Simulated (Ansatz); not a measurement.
# The 3-layer 2H-MoS2 (2H stacking) under a gate, part 3 of 3

Aim: charge, voltage and capacitance of the 3-layer 2H-MoS2 (2H stacking) in a field-effect set-up.

Ansatz 0.2.0; plane-wave DFT, PBE-D3(BJ), Ansatz PAW (set soft_1); PAW set soft_1 (the session's first sound run).

So far. Step 8 (Gated layer, added electrons -1×10¹³ per cm²): Against the uncharged case this takes -1.32 V.

## (9) Gated layer, added electrons -3×10¹³ per cm²

input.yaml reads:

```yaml
crystal:
  lattice:
    - [3.1510324836, 0.0, 0.0]
    - [-1.5755162418, 2.7288741789, 0.0]
    - [0.0, 0.0, 61.0457126561]
  atoms:
    - { symbol: S, position: [0.3333333333, 0.6666666667, 0.3751287192] }
    - { symbol: Mo, position: [0.0, 0.0, 0.4008105557] }
    - { symbol: S, position: [0.3333333333, 0.6666666667, 0.4264644501] }
    - { symbol: S, position: [0.0, 0.0, 0.4743582032] }
    - { symbol: Mo, position: [0.3333333333, 0.6666666667, 0.5] }
    - { symbol: S, position: [0.0, 0.0, 0.5256417968] }
    - { symbol: S, position: [0.3333333333, 0.6666666667, 0.5735355499] }
    - { symbol: Mo, position: [0.0, 0.0, 0.5991894443] }
    - { symbol: S, position: [0.3333333333, 0.6666666667, 0.6248712808] }
  periodic: [true, true, false]
  symmetry: { detect: true }
total_charge: 0.025796
kpoints:
  mp_grid: { grid: [54, 54, 1] }
hamiltonian:
  xc: pbe
  dispersion: d3bj
  pseudopotentials: { kind: paw, azcp: { folder: soft_1 } }
scf:
  occupations: { method: fermi_dirac, width: 0.02585 }
  convergence: { dr2_threshold: 1.0e-10 }
output:
  forces: true
  eigenvalues: true
  write_potential: true
  write_density: true
  volumetric_format: npy
external_charges:
  - { charge: 0, barrier: 10, axis: 3, height: 41.646, sigma: 0.25 }
  - { charge: -0.025796, axis: 3, height: 43.146, sigma: 0.5 }
```

Launch:

```console
> ansatz run input.yaml --threads 4 --pin off --max-ram 16384MiB --backend cpu --events-out ev --progress --plain --runs-dir out
```

Numbers of over 12 decimals in the logs are rounded to 6 here.

The log of the run:

```text
[...]
Crystal: 9 atoms, lattice volume = 524.918 Å³
Basis set: ecut = 420 eV, 10141 PW (Γ), exchange–correlation on 48×48×864 points (8 copies of the dense FFT grid, shifted against one another)
Bands: 48, of which v1, the nominal top of the filled ones, is band 39 counted from 1 (38 counted from 0)
Symmetry: 6 space group operations
k-points: 271 of 2916 (time reversal used)
[...]
--- Band table (eV; the first three rows and the last of 271) ---
  k-point 0: bands = [... 35 lower, -8.0510, -7.3740, -6.7474, -6.4261, -4.3251, -4.3251, -4.2981, -4.2981, ... 5 higher]
  k-point 1: bands = [... 35 lower, -8.0205, -7.3730, -6.7518, -6.4348, -4.3323, -4.3167, -4.3058, -4.2882, ... 5 higher]
  k-point 2: bands = [... 35 lower, -7.9548, -7.3704, -6.7657, -6.4612, -4.3525, -4.3274, -4.2926, -4.2594, ... 5 higher]
  k-point 270: bands = [... 35 lower, -9.0109, -7.2060, -7.1086, -6.8622, -5.3666, -5.3453, -5.0801, -4.5017, ... 5 higher]
[key lines of the parts left out:]
SCF converged after 21 iterations
Free energy (F): -20291.782156 eV
Fermi energy:    -6.517123 eV
```

Elapsed: 7.8 min, on 4 threads of Arm Neoverse V1, shared host; peak memory 4.1 GiB.

Against the uncharged case this takes -2.94 V.

## (10) Gated layer, added electrons -6×10¹³ per cm²

input.yaml, as its differences from that of step 9:

```diff
@@ -17,5 +17,8 @@
   symmetry: { detect: true }
-total_charge: 0.025796
+total_charge: 0.051593
 kpoints:
   mp_grid: { grid: [54, 54, 1] }
+  band_path:
+    path: [[0, 0, 0], [0.5, 0, 0], [0.33333333, 0.33333333, 0], [0, 0, 0]]
+    npoints: 16
 hamiltonian:
@@ -30,2 +33,3 @@
   eigenvalues: true
+  dos: { projected: true, e_range: [-3, 3], de: 0.01 }
   write_potential: true
@@ -33,4 +37,5 @@
   volumetric_format: npy
+  elf: true
 external_charges:
   - { charge: 0, barrier: 10, axis: 3, height: 41.646, sigma: 0.25 }
-  - { charge: -0.025796, axis: 3, height: 43.146, sigma: 0.5 }
+  - { charge: -0.051593, axis: 3, height: 43.146, sigma: 0.5 }
```

The log of the run:

```text
[...]
Crystal: 9 atoms, lattice volume = 524.918 Å³
Basis set: ecut = 420 eV, 10141 PW (Γ), exchange–correlation on 48×48×864 points (8 copies of the dense FFT grid, shifted against one another)
Bands: 48, of which v1, the nominal top of the filled ones, is band 39 counted from 1 (38 counted from 0)
Symmetry: 6 space group operations
k-points: 271 of 2916 (time reversal used)
[...]
--- Band table (eV; the first three rows and the last of 271) ---
  k-point 0: bands = [... 35 lower, -9.1527, -8.4833, -7.8755, -7.5353, -5.4899, -5.4899, -5.4652, -5.4652, ... 5 higher]
  k-point 1: bands = [... 35 lower, -9.1189, -8.4815, -7.8804, -7.5436, -5.4969, -5.4816, -5.4731, -5.4551, ... 5 higher]
  k-point 2: bands = [... 35 lower, -9.0513, -8.4765, -7.8958, -7.5688, -5.5167, -5.4951, -5.4577, -5.4259, ... 5 higher]
  k-point 270: bands = [... 35 lower, -10.0470, -8.3710, -8.2726, -7.9100, -6.5299, -6.5155, -6.1315, -5.6556, ... 5 higher]
[key lines of the parts left out:]
SCF converged after 22 iterations
Free energy (F): -20291.557728 eV
Fermi energy:    -7.709017 eV
```

The job ended after 8.7 min (4 threads; peak memory 4.1 GiB; 35 min of CPU time).

Against the uncharged case this takes -5.30 V.

## (11) Gated layer, added electrons -10×10¹³ per cm²

input.yaml, as its differences from that of step 10:

```diff
@@ -17,3 +17,3 @@
   symmetry: { detect: true }
-total_charge: 0.051593
+total_charge: 0.085988
 kpoints:
@@ -40,2 +40,2 @@
   - { charge: 0, barrier: 10, axis: 3, height: 41.646, sigma: 0.25 }
-  - { charge: -0.051593, axis: 3, height: 43.146, sigma: 0.5 }
+  - { charge: -0.085988, axis: 3, height: 43.146, sigma: 0.5 }
```

The log of the run:

```text
[...]
Crystal: 9 atoms, lattice volume = 524.918 Å³
Basis set: ecut = 420 eV, 10141 PW (Γ), exchange–correlation on 48×48×864 points (8 copies of the dense FFT grid, shifted against one another)
Bands: 48, of which v1, the nominal top of the filled ones, is band 39 counted from 1 (38 counted from 0)
Symmetry: 6 space group operations
k-points: 271 of 2916 (time reversal used)
[...]
--- Band table (eV; the first three rows and the last of 271) ---
  k-point 0: bands = [... 35 lower, -10.6224, -9.9557, -9.3741, -9.0120, -7.0126, -7.0126, -6.9905, -6.9905, ... 5 higher]
  k-point 1: bands = [... 35 lower, -10.5872, -9.9530, -9.3794, -9.0201, -7.0194, -7.0044, -6.9985, -6.9803, ... 5 higher]
  k-point 2: bands = [... 35 lower, -10.5202, -9.9455, -9.3959, -9.0443, -7.0386, -7.0212, -6.9807, -6.9508, ... 5 higher]
  k-point 270: bands = [... 35 lower, -11.4636, -9.8945, -9.7960, -9.3552, -8.0495, -8.0443, -7.5856, -7.1733, ... 5 higher]
[key lines of the parts left out:]
SCF converged after 20 iterations
Free energy (F): -20291.171015 eV
Fermi energy:    -9.281648 eV
```

The job ended after 8.3 min (4 threads; peak memory 4.1 GiB; 33 min of CPU time).

The density of states has structure finer than the step of the table below, so its rows give means over 0.2 eV, whole bins alone (the curve runs from -3 to 1.99 eV). Peaks (eV: height): -2.59: 13.7, -2.40: 11.0, -1.96: 11.8, -1.36: 12.9, -1.06: 9.64, 1.80: 15.0, 1.96: 11.8.

The density of states by energy, zero at the Fermi level; means over each step:

energy (eV), density of states (states/eV a cell) and a bar:
```
     -2.8        5.0 ###############
     -2.6        8.7 ##########################
     -2.4       10.0 #############################
     -2.2        7.2 #####################
     -2.0        8.7 #########################
     -1.8        8.1 ########################
     -1.6        6.0 ##################
     -1.4        8.6 #########################
     -1.2        7.7 ######################
     -1.0        6.7 ####################
     -0.8        6.1 ##################
     -0.6        4.4 #############
     -0.4        2.1 ######
     -0.2        1.4 ####
      0.0        0.4 #
      0.2        0.3 #
      0.4        0.0 
      0.6        0.0 
      0.8        0.0 
      1.0        0.0 
      1.2        1.6 #####
      1.4        3.6 ###########
      1.6        5.6 #################
      1.8       10.2 ##############################
```

Against the uncharged case this takes -8.39 V.

## (12) The series together

This step: plane-wave DFT, PBE-D3(BJ), Ansatz PAW (set soft_1); charging by gates; PAW set soft_1 (Ansatz 0.2.0).

The potential behind each gate is read from every run and counted from the uncharged case.

Voltage on the gate against the layer's Fermi level, from the uncharged case. Gate voltage against added electrons:

| added electrons (10¹³ per cm²) | gate voltage (V) |
| --- | --- |
| -10.00 | -8.39 |
| -6.00 | -5.30 |
| -3.00 | -2.94 |
| -1.00 | -1.32 |
| 0.00 | 0 |
| 1.00 | 1.28 |
| 3.00 | 2.80 |
| 6.00 | 4.97 |
| 10.00 | 7.74 |

Charge step over voltage step between neighbouring densities. Table of total capacitance by added electrons:

| added electrons (10¹³ per cm²) | total capacitance (µF/cm²) |
| --- | --- |
| -8.00 | 2.07 |
| -4.50 | 2.04 |
| -2.00 | 1.97 |
| -0.50 | 1.22 |
| 0.50 | 1.25 |
| 2.00 | 2.10 |
| 4.50 | 2.22 |
| 8.00 | 2.32 |

Work function of the face away from the gate. Work function of the far face against added electrons:

| added electrons (1e13 /cm²) | work function of the far face (eV) |
| --- | --- |
| -10.00 | 5.37 |
| -6.00 | 5.32 |
| -3.00 | 5.29 |
| -1.00 | 5.28 |
| 0.00 | 4.83 |
| 1.00 | 4.40 |
| 3.00 | 4.43 |
| 6.00 | 4.47 |
| 10.00 | 4.52 |

By hand: 10¹³ electrons per cm² are 0.001 e/Å², which by Gauss's law end a field of 0.181 V/Å. At 10×10¹³ holes per cm² the field towards a gate is 1.810 V/Å, which over the 5 Å from the outer atoms would drop 9.05 V; the run needs 8.39 V.

## (13) The same run with other settings

This step: plane-wave DFT, PBE-D3(BJ), Ansatz PAW (set soft_1) (Ansatz 0.2.0).

A run with a changed input: it repeats the earlier run at 1 × 10¹³ added electrons per cm² with scf.occupations.method from fermi_dirac to cold and scf.occupations.width from 0.02585 to 0.025.

input.yaml, the sections that differ from step 11:

```yaml
total_charge: -0.008599
kpoints:
  mp_grid: { grid: [54, 54, 1] }
scf:
  occupations: { method: cold, width: 0.025 }
  convergence: { dr2_threshold: 1.0e-10 }
output:
  forces: true
  eigenvalues: true
  write_potential: true
  write_density: true
  volumetric_format: npy
external_charges:
  - { charge: 0, barrier: 10, axis: 3, height: 41.646, sigma: 0.25 }
  - { charge: 0.008599, axis: 3, height: 43.146, sigma: 0.5 }
# crystal, hamiltonian: as in step 11
```

The log of the run:

```text
[...]
Crystal: 9 atoms, lattice volume = 524.918 Å³
Basis set: ecut = 420 eV, 10141 PW (Γ), exchange–correlation on 48×48×864 points (8 copies of the dense FFT grid, shifted against one another)
Bands: 49, of which v1, the nominal top of the filled ones, is band 39 counted from 1 (38 counted from 0)
Symmetry: 6 space group operations
k-points: 271 of 2916 (time reversal used)
[...]
SCF iter   1: F=—  HF=-20296.232701 eV  |F-HF|=—  |Δ(HF+E_count)|=         —  Δρ=4.84e-2  dr2=1.88e1  ethr=3.10e-3  ⟨swp⟩=21.3  Hψ=112563  notcnv=0
[...]
SCF iter  21: F=-20291.982000 eV  HF=-20291.982000 eV  |F-HF|=5.82e-10  |Δ(HF+E_count)|=   1.14e-9  S|Δr|=    0.00e0  Δρ=7.99e-8  dr2=9.05e-11  ethr=1.00e-12  ⟨swp⟩=27.9  Hψ=126158  notcnv=0
SCF 1 converged in 21 iterations: F = -20291.982000 eV  dr2 = 9.05e-11
[...]
SCF converged after 21 iterations
Stability not checked: this state was not tested for a lower state beside it, because cold or Methfessel-Paxton smearing, or corrected tetrahedra, fill the levels in a way that the test cannot read (fill_not_monotonic; see scf.lower_state_search)
Free energy (F): -20291.982000 eV
[...]
Internal energy: -20291.981867 eV  (E = F + TS)
E sigma→0 (E₀):  -20291.981956 eV
Entropy (-TS):   -0.000133 eV (-0.015 meV/atom)
Fermi energy:    -3.919973 eV
[...]
--- Forces (eV/Å), atoms and charges each counted from 1 ---
  atom   1  S     -0.00000000    -0.00000000    -0.00264827
  atom   2  Mo    -0.00000000    -0.00000000    -0.00159564
  atom   3  S      0.00000000    -0.00000000     0.00609911
  atom   4  S     -0.00000000     0.00000000    -0.01100967
  atom   5  Mo     0.00000000     0.00000000     0.00601510
  atom   6  S     -0.00000000     0.00000000     0.00564560
  atom   7  S     -0.00000000    -0.00000000    -0.01715486
  atom   8  Mo    -0.00000000    -0.00000000     0.01472936
  atom   9  S      0.00000000    -0.00000000    -0.00395500
  external charge   1     0.00000000     0.00000000     0.00465086
  external charge   2     0.00000000     0.00000000    -0.00077779
  max |Σ_I F_I| component, the external charges' with the atoms': 1.19e-6 eV/Å
--- Band table (eV; the first three rows and the last of 271) ---
  k-point 0: bands = [... 35 lower, -6.5793, -5.8890, -5.2544, -4.9050, -2.7786, -2.7786, -2.7038, -2.7038, ... 6 higher]
  k-point 1: bands = [... 35 lower, -6.5506, -5.8886, -5.2583, -4.9141, -2.7864, -2.7694, -2.7108, -2.6951, ... 6 higher]
  k-point 2: bands = [... 35 lower, -6.4865, -5.8877, -5.2703, -4.9415, -2.8086, -2.7426, -2.7303, -2.6849, ... 6 higher]
  k-point 270: bands = [... 35 lower, -7.6112, -5.6460, -5.5525, -5.4582, -3.8238, -3.7385, -3.7007, -2.9560, ... 6 higher]
```

Run time: 7.6 min. Hardware: 4 threads; peak memory 4.1 GiB; 30 min of CPU time.

This step gave:

```
potential beyond the upper barrier and gate, less the barrier, from the Fermi level : 3.484 eV
```

| quantity | this run | earlier run | difference |
| --- | --- | --- | --- |
| potential beyond the upper barrier and gate, less the barrier, from the Fermi level (eV) | 3.484 | 3.524 | -0.040 |

It moves by -0.04 eV.

## (14) Varying the input: basis.xc_grid = 1

Another changed input: it repeats the earlier run at 1 × 10¹³ added electrons per cm² with basis.xc_grid to 1.

input.yaml, as its differences from that of step 13:

```diff
@@ -25,3 +25,3 @@
 scf:
-  occupations: { method: cold, width: 0.025 }
+  occupations: { method: fermi_dirac, width: 0.02585 }
   convergence: { dr2_threshold: 1.0e-10 }
@@ -36 +36,3 @@
   - { charge: 0.008599, axis: 3, height: 43.146, sigma: 0.5 }
+basis:
+  xc_grid: 1
```

The log of the run:

```text
[...]
Crystal: 9 atoms, lattice volume = 524.918 Å³
Basis set: ecut = 420 eV, 10141 PW (Γ)
Bands: 49, of which v1, the nominal top of the filled ones, is band 39 counted from 1 (38 counted from 0)
Symmetry: 6 space group operations
k-points: 271 of 2916 (time reversal used)
[...]
SCF iter   1: F=—  HF=-20296.233321 eV  |F-HF|=—  |Δ(HF+E_count)|=         —  Δρ=4.84e-2  dr2=1.88e1  ethr=3.10e-3  ⟨swp⟩=21.5  Hψ=112846  notcnv=0
[...]
SCF iter  19: F=-20291.982607 eV  HF=-20291.982607 eV  |F-HF|=1.75e-10  |Δ(HF+E_count)|=  1.27e-10  Δρ=6.20e-8  dr2=7.46e-11  ethr=1.00e-12  ⟨swp⟩=26.6  Hψ=131537  notcnv=0
SCF 1 converged in 19 iterations: F = -20291.982607 eV  dr2 = 7.46e-11
[...]
SCF converged after 19 iterations
Free energy (F): -20291.982607 eV
[...]
Internal energy: -20291.981815 eV  (E = F + TS)
E sigma→0 (E₀):  -20291.982211 eV
Entropy (-TS):   -0.000791 eV (-0.088 meV/atom)
Fermi energy:    -3.959336 eV
[...]
--- Forces (eV/Å), atoms and charges each counted from 1 ---
  atom   1  S     -0.00000000    -0.00000000    -0.00231348
  atom   2  Mo    -0.00000000    -0.00000000    -0.00136143
  atom   3  S      0.00000000    -0.00000000     0.00593063
  atom   4  S      0.00000000     0.00000000    -0.01078372
  atom   5  Mo     0.00000000     0.00000000     0.00597169
  atom   6  S      0.00000000     0.00000000     0.00543483
  atom   7  S      0.00000000    -0.00000000    -0.01684959
  atom   8  Mo     0.00000000    -0.00000000     0.01442665
  atom   9  S      0.00000000    -0.00000000    -0.00437541
  external charge   1     0.00000000     0.00000000     0.00464177
  external charge   2     0.00000000     0.00000000    -0.00077779
  max |Σ_I F_I| component, the external charges' with the atoms': 5.59e-5 eV/Å
--- Band table (eV; the first three rows and the last of 271) ---
  k-point 0: bands = [... 35 lower, -6.5792, -5.8889, -5.2543, -4.9050, -2.7781, -2.7781, -2.7038, -2.7038, ... 6 higher]
  k-point 1: bands = [... 35 lower, -6.5505, -5.8885, -5.2581, -4.9141, -2.7859, -2.7689, -2.7109, -2.6952, ... 6 higher]
  k-point 2: bands = [... 35 lower, -6.4864, -5.8876, -5.2702, -4.9415, -2.8081, -2.7421, -2.7303, -2.6852, ... 6 higher]
  k-point 270: bands = [... 35 lower, -7.6113, -5.6456, -5.5525, -5.4583, -3.8232, -3.7385, -3.7009, -2.9559, ... 6 higher]
```

Elapsed: 7.7 min, on 4 threads; peak memory 4.1 GiB; 31 min of CPU time.

Numbers from this step:

- energy at zero smearing: -20291.9822 eV
- potential beyond the upper barrier and gate, less the barrier, from the Fermi level: 3.523 eV

| quantity | this run | earlier run | difference |
| --- | --- | --- | --- |
| potential beyond the upper barrier and gate, less the barrier, from the Fermi level (eV) | 3.523 | 3.524 | -2.0e-4 |

Nothing in the table moves by 0.01 in its unit.

## (15) Summary of results

```
gap with uncharged gates                    : 0.999 eV
gate voltage at 10×10¹³ holes per cm²       : -8.39 V
gate voltage at 10×10¹³ electrons per cm²   : +7.74 V
total capacitance near 8×10¹³ holes per cm² : 2.07 µF/cm²
```

In words: Putting 10×10¹³ holes per cm² on the layer takes -8.39 V on the gate; how far the Fermi level moves against the bands is taken for single layers without spin and with an even electron count alone. Between the first holes and the first electrons the voltage runs over 2.59 V: the drop across the plates for that charge, plus the way of the Fermi level through the region of the 1.00 eV gap. The zero of the voltage lies where the smearing puts the uncharged Fermi level. Plates 5 Å apart would give 1.77 µF/cm² in vacuum; the computed total runs from 1.2 to 2.32 µF/cm². A value over that of the plates means that the screening charge has its centre outside the outer atoms; a low density of states works the other way. Few carriers sample few k-points, so the slopes at the lowest densities depend on the mesh and on the temperature. The gates are charged sheets behind model barriers, not atoms. Spin-orbit coupling is left out, which matters for the bands of elements this heavy.

[Logs are printed without paths, hosts, clocks, repeated set-up lines and the standing remarks that a program may print on its own settings, such as how far it seeks lower states.]

[Hosts, paths, dates, database ids (printed as entryN), source tags and the programs' standing remarks are cut or masked in the printed files.]

[Maps of the electrostatic potential energy from Ansatz leave out the sawtooth potential of an applied field or a dipole correction, so their vacuum need not be flat; planar profiles and work functions include it.]
